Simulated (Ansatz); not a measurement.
# Hf: stress in a strained cell

Aim: deform Hf (equal xx and yy strain of +2 %) and compute stress, forces and field gradients with LAPW, PAW and all-electron datasets made for the crystal.

Method: DFT PBE, scalar-relativistic, in Ansatz 0.2.0.

## Step 1: The starting structure

It takes space group Fm-3m (No. 225, cubic). Conventional cell: a = 4.440 Å, b = 4.440 Å, c = 4.440 Å, α = 90.00°, β = 90.00°, γ = 90.00°. Hf (site symmetry m-3m) is surrounded by 12 Hf at 3.14 Å.

As a file:

```cif
data_structure
_symmetry_space_group_name_H-M 'Fm-3m'
_symmetry_Int_Tables_number 225
_cell_length_a 4.4400
_cell_length_b 4.4400
_cell_length_c 4.4400
_cell_angle_alpha 90.000
_cell_angle_beta 90.000
_cell_angle_gamma 90.000
_cell_volume 87.53
loop_
_atom_site_label
_atom_site_type_symbol
_atom_site_symmetry_multiplicity
_atom_site_Wyckoff_symbol
_atom_site_fract_x
_atom_site_fract_y
_atom_site_fract_z
_atom_site_occupancy
Hf1 Hf 4 a 0.00000 0.00000 0.00000 1
```

The file gives the conventional cell by its symmetry; the runs use the cell typed in the input.

## Step 2: After the deformation

Space group Fm-3m before, I4/mmm after.

## Step 3: LAPW, all electrons

Contents of input.yaml:

```yaml
crystal:
  lattice:
    - [0.0, 2.2644, 2.22]
    - [2.2644, 0.0, 2.22]
    - [2.2644, 2.2644, 0.0]
  atoms:
    - { symbol: Hf, position: [0.0, 0.0, 0.0] }
kpoints:
  mp_grid: { grid: [13, 13, 13] }
  band_path:
    path:
      - [0.0, 0.0, 0.0]
      - [0.0, 0.5, 0.5]
      - [0.25, 0.75, 0.5]
      - [0.0, 0.5, 0.0]
      - [0.0, 0.0, 0.0]
      - [0.5, 0.5, 0.0]
      - [0.38005, 0.61995, 0.0]
      - [-0.38005, 0.38005, 0.0]
      - [0.0, 0.0, 0.0]
    npoints: 5
scf:
  occupations: { method: fermi_dirac, width: 0.03 }
hamiltonian:
  xc: pbe
  pseudopotentials: { kind: all_electron, lapw: { basis_error: 0.001 } }
output:
  forces: true
  stress: true
  eigenvalues: true
```

Command:

```console
ansatz run input.yaml --threads 1 --pin off --max-ram 3072MiB --backend cpu --events-out ev --progress --plain --runs-dir out
```

## Step 4: PAW with frozen cores

Contents of input.yaml:

```yaml
crystal:
  lattice:
    - [0.0, 2.2644, 2.22]
    - [2.2644, 0.0, 2.22]
    - [2.2644, 2.2644, 0.0]
  atoms:
    - { symbol: Hf, position: [0.0, 0.0, 0.0] }
kpoints:
  mp_grid: { grid: [13, 13, 13] }
scf:
  occupations: { method: fermi_dirac, width: 0.03 }
hamiltonian:
  xc: pbe
  pseudopotentials: { kind: paw }
output:
  forces: true
  stress: true
  eigenvalues: true
  efg: { contact_densities: true }
```

## Step 5: Datasets made for this crystal

input.yaml: that of step 4 with these lines changed.

```diff
@@ -13,3 +13,3 @@
   xc: pbe
-  pseudopotentials: { kind: paw }
+  pseudopotentials: { kind: all_electron, datasets: crystal }
 output:
```

(Steps that only read results are left out.)

**Question.** What will these runs give? Wanted: pressure; largest shear or deviatoric stress.

As calculated:

```
                                 quantity                                              value
                                 pressure  LAPW -1.02, PAW -1.04, crystal datasets -1.02 GPa
largest shear or deviatoric stress (LAPW)                                           0.34 GPa
```

**Reading.** The largest part of the stress beyond the pressure is 0.34 GPa in size, in the zz component. No run of the undeformed cell stands beside it, so the pressure holds what the given cell had before the change. PAW: stress within 0.02 GPa of LAPW. Crystal datasets: stress within 0.01 GPa of LAPW. Spin-orbit coupling is left out, though the cell holds Hf; in elements this heavy it can shift bands and gaps by tenths of an eV.
